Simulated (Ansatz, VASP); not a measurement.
This is a calculation of Sb for Ansatz 0.2.0.

input.yaml

```yaml
crystal:
  lattice:
    - [0.0, 2.3228362346, 2.3228362346]
    - [2.3228362346, 0.0, 2.3228362346]
    - [2.3228362346, 2.3228362346, 0.0]
  atoms:
    - { symbol: Sb, position: [0.0, 0.0, 0.0] }
hamiltonian:
  xc: pbe
  pseudopotentials: { kind: paw, azcp: { folder: soft_1 } }
kpoints:
  mp_grid: { grid: [10, 10, 10] }
scf:
  occupations: { method: fermi_dirac, width: 0.05 }
output:
  forces: true
  stress: true
  eigenvalues: true
```

Potentials or basis: Ansatz PAW soft_1.

Run with:

```console
$ ansatz run input.yaml --threads 1 --pin off --max-ram 3584MiB --backend cpu --events-out ev --progress --plain --runs-dir out
```

**Question.** Set up the same calculation for VASP 6.6.1. Potentials there: VASP PAW PBE potentials, release 64 (Sb).

**Answer.** As run (the cutoff follows the program's own potentials):

Contents of INCAR:

```
SYSTEM = Sb
ALGO     = Normal         ! electronic algorithm
EDIFF    = 1E-7           ! SCF threshold, eV
ENCUT    = 520            ! plane-wave cutoff, eV
GGA      = PE             ! functional
ISIF     = 2              ! what is computed and relaxed
ISMEAR   = -1             ! smearing method
LASPH    = .True.         ! aspherical terms in the spheres
LCHARG   = .False.        ! write CHGCAR
LREAL    = .False.        ! projectors in reciprocal space
LWAVE    = .False.        ! write WAVECAR
NBANDS   = 8              ! bands
NELM     = 100            ! most SCF steps
PREC     = Accurate       ! precision mode
SIGMA    = 0.05           ! smearing width, eV
```

KPOINTS

```
k-points
0
Gamma
  10 10 10
  0 0 0
```

File POSCAR:

```
Sb
1.0
    0.0000000000      2.3228362346      2.3228362346
    2.3228362346      0.0000000000      2.3228362346
    2.3228362346      2.3228362346      0.0000000000
Sb
1
Direct
    0.0000000000      0.0000000000      0.0000000000
```

Potentials or basis: VASP PAW PBE potentials, release 64 (Sb).

Launch:

```console
$ cat potpaw_PBE.64/Sb/POTCAR > POTCAR
$ mpirun -np 1 vasp_std > vasp.out
```

Both were run:

|  | VASP | Ansatz | Ansatz less VASP |
| --- | --- | --- | --- |
| gap on the k mesh at the Fermi level (eV) | none | none | - |
| pressure (GPa) | 6.2 | 6.3 | +0.14 |

A gap of «none» marks a metal or a gap that the smearing closes. The two sets of potentials don't hold the same shells in valence.

The runs have no spin-orbit coupling, so splittings on Sb are missing.
